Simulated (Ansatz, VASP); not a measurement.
One calculation of WS2 (Tungstenite), two programs

```
CELL_PARAMETERS angstrom
3.15379 0.00000 0.00000
-1.57689 2.73126 0.00000
0.00000 0.00000 12.14329
ATOMIC_POSITIONS crystal
W 0.33333 0.66667 0.25000
W 0.66667 0.33333 0.75000
S 0.33333 0.66667 0.62031
S 0.66667 0.33333 0.12031
S 0.33333 0.66667 0.87969
S 0.66667 0.33333 0.37969
```

Alike in both runs: task relaxation of cell and atoms; functional PBE; dispersion D3(BJ); k mesh 12 × 12 × 4; no spin polarisation.

|  | VASP | Ansatz |
| --- | --- | --- |
| version | VASP 6.6.1 | Ansatz 0.2.0 |
| potentials or method | VASP PAW PBE potentials, release 64 (W_sv, S) | scalar-relativistic, plane waves, PAW |
| plane-wave cutoff (eV) | 600 | 420 |
| occupations | gaussian, width 0.01 eV | fixed |
| valence electrons in the cell | 52 | 52 |

Ansatz gave:

| Quantity | Value |
| --- | --- |
| gap on the k mesh at the Fermi level, each at its own relaxed structure (eV) | 0.89 |
| relaxed volume (Å³/atom) | 17.43 |
| relaxed cell length with the largest relative difference (Å) | 12.140 |

**Question.** Which values does VASP return?

**Answer.** gap on the k mesh at the Fermi level, each at its own relaxed structure (eV): 0.91; relaxed volume (Å³/atom): 17.44; relaxed cell length with the largest relative difference (Å): 12.142.

Caveats: spin-orbit coupling is left out, which moves the levels of the heavy elements. A k mesh can miss the band edges.
